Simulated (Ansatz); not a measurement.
Magnetic states of nickel, dhcp

Computed with Ansatz 0.2.0, DFT, PBE, plane waves (420 eV) with PAW, scalar-relativistic.

Each start was relaxed and then solved on a dense mesh, with Fermi-Dirac smearing of 0.05 eV (0.1 eV in a metal without spin) extrapolated to zero. Rows within 2 meV/atom of each other tie.

**Question.** Where does each start end, and how do the energies compare? Starts: non-magnetic; ferromagnetic; antiferromagnetic (alternate layers).

**Answer.** 
```csv
start,ends,ΔE (meV/atom),V (Å³/atom)
ferromagnetic,"ferromagnetic, net 0.65 μB per atom",0.0,10.91
antiferromagnetic (alternate layers),"ferromagnetic, net 0.65 μB per atom",0.0,10.91
non-magnetic,spin not included,51.2,10.87
```
